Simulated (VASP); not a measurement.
## ZnO (zincite): input slips in a relaxation and what they do

Some relaxations of ZnO (zincite) get a fault in the input on purpose. Which of them show, and how? The starting structure is a measured crystal structure from the Crystallography Open Database. The first relaxation on each setting starts from this cell expanded by 3 % in volume.

Method: Kohn-Sham DFT with plane waves and PAW; PBEsol, in VASP 6.6.1.

## Step 1: Starting point

Symmetry: P6_3mc, No. 186, hexagonal system. Conventional cell: a = 3.249 Å, b = 3.249 Å, c = 5.206 Å, α = 90.00°, β = 90.00°, γ = 120.00°. Nearest to Zn lie 4 O at 1.97 to 1.98 Å. Nearest to O lie 4 Zn at 1.97 to 1.98 Å. Farther neighbours and most contacts between anions are not listed.

## Step 2: Reference relaxation

This run starts from the cell of an earlier relaxation, which isn't shown; the restart sets up the plane waves anew.

File INCAR:

```
SYSTEM = ZnO
PREC = Accurate
ENCUT = 520
EDIFF = 1E-06
NELM = 100
ISMEAR = 0
SIGMA = 0.03
LREAL = .FALSE.
ALGO = Normal
GGA = PS
NBANDS = 24
LORBIT = 11
LWAVE = .FALSE.
LCHARG = .FALSE.
KPAR = 8
IBRION = 2
NSW = 50
ISIF = 3
EDIFFG = -0.006
```

File POSCAR:

```
ZnO
1.0
    3.2390860630      0.0000000000      0.0000000000
   -1.6195430316      2.8051308156      0.0000000000
    0.0000000000      0.0000000000      5.2233232250
Zn O
2 2
Direct
    0.6666666667      0.3333333333      0.9998456408
    0.3333333333      0.6666666667      0.4998456408
    0.3333333333      0.6666666667      0.8791643592
    0.6666666667      0.3333333333      0.3791643592
```

File KPOINTS:

```
Automatic mesh
0
Gamma
8 8 4
0 0 0
```

Potentials, in the order of the species: Zn and O (PBE family, release 64).

The run is started by

```
$ mpirun -np 8 vasp_std
```

What it wrote:

```text
[banner, memory and clock lines left out]
running    8 mpi-ranks, on    1 nodes
 distrk:  each k-point on    1 cores,    8 groups
 distr:  one band on    1 cores,    1 groups

 POSCAR found type information on POSCAR ZnO
 POSCAR found :  2 types and       4 ions
|                                                                             |
|           W    W    AA    RRRRR   N    N  II  N    N   GGGG   !!!           |
|           W    W   A  A   R    R  NN   N  II  NN   N  G    G  !!!           |
|           W    W  A    A  R    R  N N  N  II  N N  N  G       !!!           |
|           W WW W  AAAAAA  RRRRR   N  N N  II  N  N N  G  GGG   !            |
|           WW  WW  A    A  R   R   N   NN  II  N   NN  G    G                |
|           W    W  A    A  R    R  N    N  II  N    N   GGGG   !!!           |
|                                                                             |
|     For optimal performance we recommend to set                             |
|       NCORE = 2 up to number-of-cores-per-socket                            |
|     NCORE specifies how many cores store one orbital (NPAR=cpu/NCORE).      |
|     This setting can greatly improve the performance of VASP for DFT.       |
|     The default, NCORE=1 might be grossly inefficient on modern             |
|     multi-core architectures or massively parallel machines. Do your        |
|     Unfortunately you need to use the default for GW and RPA                |
|     calculations (for HF NCORE is supported but not extensively tested      |
|     yet).                                                                   |
|                                                                             |

|                                                                             |
|               ----> ADVICE to this user running VASP <----                  |
|                                                                             |
|     You enforced a specific xc type in the INCAR file but a different       |
|     [... a line on the potential file left out ...]
|     I HOPE YOU KNOW WHAT YOU ARE DOING!                                     |
|                                                                             |

 LDA part: xc-table for (Slater+PW92), standard interpolation
 POSCAR, INCAR and KPOINTS ok, starting setup
 FFT: planning ... GRIDC
 FFT: planning ... GRID_SOFT
 FFT: planning ... GRID
 WAVECAR not read
 entering main loop
       N       E                     dE             d eps       ncg     rms          rms(c)
DAV:   1     0.277796646442E+03    0.27780E+03   -0.18751E+04  1464   0.218E+03
DAV:   2     0.464765761747E+01   -0.27315E+03   -0.25955E+03  1568   0.424E+02
DAV:   3    -0.218134015178E+02   -0.26461E+02   -0.26249E+02  1720   0.138E+02
DAV:   4    -0.222090305372E+02   -0.39563E+00   -0.39549E+00  1584   0.179E+01
DAV:   5    -0.222114553045E+02   -0.24248E-02   -0.24247E-02  1728   0.133E+00    0.141E+01
DAV:   6    -0.193102946359E+02    0.29012E+01   -0.77744E+00  2528   0.654E+01    0.911E+00
DAV:   7    -0.194511697167E+02   -0.14088E+00   -0.23544E+00  1512   0.169E+01    0.538E+00
DAV:   8    -0.194536593711E+02   -0.24897E-02   -0.58182E-01  2024   0.734E+00    0.161E+00
DAV:   9    -0.194054055088E+02    0.48254E-01   -0.10924E-01  2168   0.640E+00    0.355E-01
DAV:  10    -0.194073542414E+02   -0.19487E-02   -0.40535E-02  1472   0.144E+00    0.122E-01
DAV:  11    -0.194073132202E+02    0.41021E-04   -0.89733E-04  1880   0.323E-01    0.276E-02
DAV:  12    -0.194073420485E+02   -0.28828E-04   -0.43222E-05  1808   0.918E-02    0.246E-02
DAV:  13    -0.194073374573E+02    0.45911E-05   -0.12461E-05  2016   0.676E-02    0.921E-03
DAV:  14    -0.194073367434E+02    0.71391E-06   -0.57549E-06  1544   0.262E-02
   1 F= -.19407337E+02 E0= -.19407337E+02  d E =-.194073E+02
 curvature:   0.00 expect dE= 0.000E+00 dE for cont linesearch  0.000E+00
 trial: gam= 0.00000 g(F)=  0.319E-05 g(S)=  0.205E-04 ort = 0.000E+00 (trialstep = 0.100E+01)
 search vector abs. value=  0.237E-04
 bond charge predicted
       N       E                     dE             d eps       ncg     rms          rms(c)
DAV:   1    -0.194075873678E+02   -0.24991E-03   -0.43174E-03  1744   0.113E+00    0.117E-01
DAV:   2    -0.194073693859E+02    0.21798E-03   -0.90424E-04  1752   0.590E-01    0.431E-02
DAV:   3    -0.194073485690E+02    0.20817E-04   -0.18296E-05  2032   0.954E-02    0.242E-02
DAV:   4    -0.194073403448E+02    0.82242E-05   -0.11693E-05  2144   0.466E-02    0.332E-03
DAV:   5    -0.194073402989E+02    0.45945E-07   -0.20836E-06   976   0.155E-02
   2 F= -.19407340E+02 E0= -.19407340E+02  d E =-.355544E-05
 trial-energy change:   -0.000004  1 .order   -0.000011   -0.000024    0.000002
 step:   0.4929(harm=  0.9347)  dis= 0.00010  next Energy=   -19.407342 (dE=-0.495E-05)
 reached required accuracy - stopping structural energy minimisation
```

It took 4.8 s on 8 MPI ranks of Intel Xeon Platinum 8559C (Emerald Rapids), shared host; peak memory 1.4 GiB; 32 s of CPU time.

Lines that name or quote the potential files are left out of all logs, and their timing lines are given in words.

OUTCAR, selected parts (step 2):

```text
ion  position               nearest neighbor table
   1  0.667  0.333  1.000-   3 1.97   3 1.97   3 1.97   4 1.98
   2  0.333  0.667  0.500-   4 1.97   4 1.97   4 1.97   3 1.98
   3  0.333  0.667  0.879-   1 1.97   1 1.97   1 1.97   2 1.98
   4  0.667  0.333  0.379-   2 1.97   2 1.97   2 1.97   1 1.98

  LATTYP: Found a hexagonal cell.
 ALAT       =     3.2390860630
 C/A-ratio  =     1.6125916766

 Subroutine GETGRP returns: Found 12 space group operations
 (whereof  6 operations were pure point group operations)

The static configuration has the point symmetry C_3v.
 The point group associated with its full space group is C_6v.

 Found     30 irreducible k-points:

   k-points           NKPTS =     30   k-points in BZ     NKDIM =     30   number of bands    NBANDS=     24

   dimension x,y,z NGX =    24 NGY =   24 NGZ =   40
   dimension x,y,z NGXF=    48 NGYF=   48 NGZF=   80

   ENCUT  =  520.0 eV  38.22 Ry    6.18 a.u.   6.02  6.02  9.71*2*pi/ulx,y,z

   NELECT =      36.0000    total number of electrons

 k-points in reciprocal lattice and weights: Automatic mesh
   0.00000000  0.00000000  0.00000000       0.004
   0.12500000 -0.00000000  0.00000000       0.023
   0.25000000 -0.00000000  0.00000000       0.023
   0.37500000 -0.00000000  0.00000000       0.023
   0.50000000 -0.00000000  0.00000000       0.012
   0.12500000  0.12500000  0.00000000       0.023
   0.25000000  0.12500000  0.00000000       0.047
   0.37500000  0.12500000  0.00000000       0.047
   0.25000000  0.25000000  0.00000000       0.023
[...]
0.25000000  0.25000000  0.50000000       0.023
   0.37500000  0.25000000  0.50000000       0.023

 average (electrostatic) potential at core
       1 -35.6234       2 -35.6234       3 -73.1701       4 -73.1701

 E-fermi :   1.2142

 k-point     1 :       0.0000    0.0000    0.0000
  band No.  band energies     occupation
    ...
     14       0.2833      2.00000
     15       0.2833      2.00000
     16       0.9959      2.00000
     17       1.0880      2.00000
     18       1.0880      2.00000
     19       1.7682      0.00000
     20       6.2135      0.00000
     21       9.1711      0.00000
     22      13.8773      0.00000
     23      13.8773      0.00000
    ...

 k-point     2 :       0.1250   -0.0000    0.0000
  band No.  band energies     occupation
    ...
     14      -0.2797      2.00000
     15       0.0750      2.00000
     16       0.2645      2.00000
     17       0.8909      2.00000
     18       0.9755      2.00000
     19       2.8027      0.00000
     20       6.8469      0.00000
     21       9.1573      0.00000
     22      12.4515      0.00000
     23      14.0278      0.00000
    ...

 k-point     3 :       0.2500   -0.0000    0.0000
  band No.  band energies     occupation
    ...
     14      -1.4385      2.00000
     15      -0.6427      2.00000
     16      -0.4290      2.00000
     17       0.5659      2.00000
     18       0.6868      2.00000
     19       4.2590      0.00000
     20       8.0537      0.00000
     21       9.0822      0.00000
     22      10.6031      0.00000
     23      12.5952      0.00000
    ...

  Total        0.0052041      0.0052041      0.0173121     -0.0000000      0.0000000      0.0000000
  in kB        0.1758205      0.1758205      0.5848907     -0.0000000      0.0000000      0.0000000
  external PRESSURE =       0.3121772 kB  Pullay stress =       0.0000000 kB

  energy-cutoff  :      520.00
  volume of cell :       47.42
      direct lattice vectors                 reciprocal lattice vectors
     3.237961597  0.000000000  0.000000000     0.308836276  0.178306707  0.000000000
    -1.618980799  2.804157000 -0.000000000    -0.000000000  0.356613414  0.000000000
    -0.000000000 -0.000000000  5.222901545    -0.000000000  0.000000000  0.191464455

 POSITION                                       TOTAL-FORCE (eV/Angst)
 -----------------------------------------------------------------------------------
      1.61898      0.93472      5.22229        -0.000000     -0.000000      0.004273
     -0.00000      1.86944      2.61084        -0.000000     -0.000000      0.004273
     -0.00000      1.86944      4.59159         0.000000      0.000000     -0.004273
      1.61898      0.93472      1.98014         0.000000      0.000000     -0.004273
 -----------------------------------------------------------------------------------
    total drift:                                0.000000      0.000000     -0.000717

  FREE ENERGIE OF THE ION-ELECTRON SYSTEM (eV)
  ---------------------------------------------------
  free  energy   TOTEN  =       -19.4073402989 eV

  energy  without entropy=      -19.4073402989  energy(sigma->0) =      -19.40734030

 reached required accuracy - stopping structural energy minimisation

 total charge
# of ion       s       p       d       tot
------------------------------------------
    1        0.464   0.498   9.904  10.866
    2        0.464   0.498   9.904  10.866
    3        1.544   3.439   0.000   4.984
    4        1.544   3.439   0.000   4.984
--------------------------------------------------
tot          4.016   7.875  19.808  31.699

[... 3 further parts left out ...]
```

CONTCAR:

```
ZnO
   1.00000000000000
     3.2379615974987606    0.0000000000000401    0.0000000000000000
    -1.6189807988493110    2.8041569999102300   -0.0000000000000000
    -0.0000000000000000   -0.0000000000000000    5.2229015454785310
  Zn              O
     2     2
Direct
     0.6666666667000030    0.3333333332999970    0.9998832156960894
     0.3333333332999970    0.6666666667000030    0.4998832156960894
     0.3333333332999970    0.6666666667000030    0.8791267843039045
     0.6666666667000030    0.3333333332999970    0.3791267843039045
```

The PAW data sets were made with PBE, which is usual practice but a small mismatch for other functionals. The run keeps the 12 symmetry operations of its start, so it cannot find a distortion of lower symmetry.

The reference relaxation ends at 11.856 Å³ an atom.

## Step 3: Relaxation with a loose electronic threshold

A slip made on purpose: a loose electronic threshold. Against step 2 the input has EDIFF = 0.01 (also changed: NELM and NSW).

INCAR, as its differences from that of step 2:

```diff
@@ -3,4 +3,4 @@
 ENCUT = 520
-EDIFF = 1E-06
-NELM = 100
+EDIFF = 0.01
+NELM = 60
 ISMEAR = 0
@@ -16,3 +16,3 @@
 IBRION = 2
-NSW = 50
+NSW = 30
 ISIF = 3
```

File POSCAR:

```
ZnO
1.0
    3.2814814587      0.0000000000      0.0000000000
   -1.6407407294      2.8418463053      0.0000000000
    0.0000000000      0.0000000000      5.2572540255
Zn O
2 2
Direct
    0.6666666667      0.3333333333      0.0000000000
    0.3333333333      0.6666666667      0.5000000000
    0.3333333333      0.6666666667      0.8790100000
    0.6666666667      0.3333333333      0.3790100000
```

KPOINTS is that of step 2.

The run is started by

```
$ mpirun -np 8 vasp_std
```

What it wrote:

```text
[banner, memory and clock lines left out]
running    8 mpi-ranks, on    1 nodes
[...]
[... a notice as in an earlier step ...]

 [... a notice as in an earlier step ...]

 LDA part: xc-table for (Slater+PW92), standard interpolation
 POSCAR, INCAR and KPOINTS ok, starting setup
[...]
entering main loop
       N       E                     dE             d eps       ncg     rms          rms(c)
DAV:   1     0.274757445539E+03    0.27476E+03   -0.18345E+04  1456   0.216E+03
DAV:   2     0.413006404152E+01   -0.27063E+03   -0.25697E+03  1592   0.416E+02
DAV:   3    -0.217889170918E+02   -0.25919E+02   -0.25733E+02  1680   0.136E+02
DAV:   4    -0.221856108258E+02   -0.39669E+00   -0.39647E+00  1608   0.179E+01
[...]
DAV:   8    -0.194325040039E+02   -0.21431E-02   -0.60619E-01  1936   0.735E+00    0.162E+00
DAV:   9    -0.193834168289E+02    0.49087E-01   -0.11162E-01  2152   0.646E+00    0.364E-01
DAV:  10    -0.193852508765E+02   -0.18340E-02   -0.40368E-02  1456   0.143E+00
   1 F= -.19385251E+02 E0= -.19385251E+02  d E =-.193853E+02
[... from here on, the cycles between the ionic steps are left out ...]
   2 F= -.19380625E+02 E0= -.19380625E+02  d E =0.462613E-02
   3 F= -.19407419E+02 E0= -.19407419E+02  d E =-.221685E-01
   5 F= -.19403962E+02 E0= -.19403962E+02  d E =-.187110E-01
   7 F= -.19407883E+02 E0= -.19407883E+02  d E =-.226325E-01
   9 F= -.19407875E+02 E0= -.19407875E+02  d E =-.226246E-01
  11 F= -.19409742E+02 E0= -.19409742E+02  d E =-.186643E-02
  13 F= -.19408829E+02 E0= -.19408829E+02  d E =-.953310E-03
  15 F= -.19408810E+02 E0= -.19408810E+02  d E =-.934706E-03
  17 F= -.19408883E+02 E0= -.19408883E+02  d E =-.780471E-04
  19 F= -.19409096E+02 E0= -.19409096E+02  d E =-.290847E-03
  21 F= -.19378073E+02 E0= -.19378073E+02  d E =0.307326E-01
  23 F= -.19399335E+02 E0= -.19399335E+02  d E =0.947019E-02
  25 F= -.19401513E+02 E0= -.19401513E+02  d E =0.729261E-02
  27 F= -.19402006E+02 E0= -.19402006E+02  d E =-.215735E-03
  29 F= -.19403920E+02 E0= -.19403920E+02  d E =-.213037E-02
  30 F= -.19406208E+02 E0= -.19406208E+02  d E =-.441787E-02
[...]
opt :   0.5841  next Energy=   -19.412314 (dE=-0.105E-01)
```

It took 38 s on 8 MPI ranks; peak memory 1.7 GiB.

Parts of OUTCAR (step 3):

```text
  Total        0.4458171      0.4458171     -1.1649416     -0.0000000     -0.0000000      0.0000000
  in kB       15.0530095     15.0530095    -39.3342439     -0.0000000     -0.0000000      0.0000000
  external PRESSURE =      -3.0760750 kB  Pullay stress =       0.0000000 kB

 POSITION                                       TOTAL-FORCE (eV/Angst)
 -----------------------------------------------------------------------------------
      1.61312      0.93134      5.26301         0.000000      0.000000      0.102544
     -0.00000      1.86267      2.63099        -0.000000      0.000000      0.102544
     -0.00000      1.86267      4.62818         0.000000     -0.000000     -0.102544
      1.61312      0.93134      1.99616         0.000000     -0.000000     -0.102544
 -----------------------------------------------------------------------------------
    total drift:                                0.000000      0.000001     -0.012802

  FREE ENERGIE OF THE ION-ELECTRON SYSTEM (eV)
  ---------------------------------------------------
  free  energy   TOTEN  =       -19.4062079212 eV

  energy  without entropy=      -19.4062079212  energy(sigma->0) =      -19.40620792

[... 1 part as in an earlier step ...]

[... 2 further parts left out ...]
[key lines of the parts left out:]
E-fermi :   1.3105
```

Logs of long relaxations may skip ionic steps without a mark.

The relaxation used up its 30 ionic steps (NSW) before forces and stress met EDIFFG.

## Step 4: Relaxation with only the volume free (ISIF = 7)

A slip made on purpose: only the volume free (ISIF = 7). Against step 2 the input has ISIF = 7 (also changed: NELM).

INCAR, as its differences from that of step 3:

```diff
@@ -3,3 +3,3 @@
 ENCUT = 520
-EDIFF = 0.01
+EDIFF = 1E-06
 NELM = 60
@@ -16,4 +16,4 @@
 IBRION = 2
-NSW = 30
-ISIF = 3
+NSW = 50
+ISIF = 7
 EDIFFG = -0.006
```

POSCAR is that of step 3.

KPOINTS is that of step 3.

The run is started by

```
$ mpirun -np 8 vasp_std
```

What it wrote:

```text
[... set-up lines as in an earlier step ...]
 entering main loop
       N       E                     dE             d eps       ncg     rms          rms(c)
[... 9 cycles as in an earlier step ...]
DAV:  10    -0.193852508765E+02   -0.18340E-02   -0.40368E-02  1456   0.143E+00    0.118E-01
DAV:  11    -0.193852314722E+02    0.19404E-04   -0.78208E-04  1624   0.238E-01    0.238E-02
DAV:  12    -0.193852551706E+02   -0.23698E-04   -0.40223E-05  1632   0.114E-01    0.224E-02
DAV:  13    -0.193852561446E+02   -0.97406E-06   -0.72893E-06  1720   0.630E-02
   1 F= -.19385256E+02 E0= -.19385256E+02  d E =-.193853E+02
[... from here on, the cycles between the ionic steps are left out ...]
   2 F= -.19400214E+02 E0= -.19400214E+02  d E =-.149574E-01
   5 F= -.19405758E+02 E0= -.19405758E+02  d E =-.205023E-01
   9 F= -.19407630E+02 E0= -.19407630E+02  d E =-.124572E-04
  13 F= -.19407634E+02 E0= -.19407634E+02  d E =0.610263E-06
  17 F= -.19407634E+02 E0= -.19407634E+02  d E =0.720451E-06
  21 F= -.19407635E+02 E0= -.19407635E+02  d E =-.104253E-05
  25 F= -.19407635E+02 E0= -.19407635E+02  d E =0.113960E-08
  29 F= -.19407635E+02 E0= -.19407635E+02  d E =-.165801E-08
  33 F= -.19407635E+02 E0= -.19407635E+02  d E =-.532054E-09
  37 F= -.19407635E+02 E0= -.19407635E+02  d E =-.582077E-10
  41 F= -.19407635E+02 E0= -.19407635E+02  d E =-.223736E-09
  45 F= -.19407635E+02 E0= -.19407635E+02  d E =-.100044E-09
  49 F= -.19407635E+02 E0= -.19407635E+02  d E =0.189175E-09
  50 F= -.19407635E+02 E0= -.19407635E+02  d E =-.220098E-09
[...]
opt :   0.2954  next Energy=   -19.407635 (dE=-0.224E-09)
```

Run time: 65 s. Hardware: 8 MPI ranks; peak memory 1.7 GiB.

Parts of OUTCAR (step 4):

```text
  Total       -0.1723452     -0.1723452      0.3445448      0.0000000      0.0000000      0.0000000
  in kB       -5.8196077     -5.8196077     11.6342984      0.0000000      0.0000000      0.0000000
  external PRESSURE =      -0.0016390 kB  Pullay stress =       0.0000000 kB

 POSITION                                       TOTAL-FORCE (eV/Angst)
 -----------------------------------------------------------------------------------
      1.62294      0.93700      0.00000         0.000000      0.000000     -0.067176
     -0.00000      1.87401      2.60011        -0.000000     -0.000000     -0.067176
     -0.00000      1.87401      4.57104        -0.000000      0.000000      0.067176
      1.62294      0.93700      1.97093         0.000000      0.000000      0.067176
 -----------------------------------------------------------------------------------
    total drift:                                0.000000     -0.000000     -0.000679

  FREE ENERGIE OF THE ION-ELECTRON SYSTEM (eV)
  ---------------------------------------------------
  free  energy   TOTEN  =       -19.4076351160 eV

  energy  without entropy=      -19.4076351160  energy(sigma->0) =      -19.40763512

[... 1 part as in an earlier step ...]

[... 2 further parts left out ...]
[key lines of the parts left out:]
E-fermi :   1.2879
```

With only the volume free, forces and the rest of the stress can never meet EDIFFG, so the run used up its 50 ionic steps.

(Continued in part 2 of 2.)

[Lines on the potential files, build, host, timing and source positions are cut from VASP's logs without a mark.]

[Logs are printed without paths, hosts, clocks, repeated set-up lines and the standing remarks that a program may print on its own settings, such as how far it seeks lower states.]

[Hosts, paths, dates, database ids (printed as entryN), source tags and the programs' standing remarks are cut or masked in the printed files.]
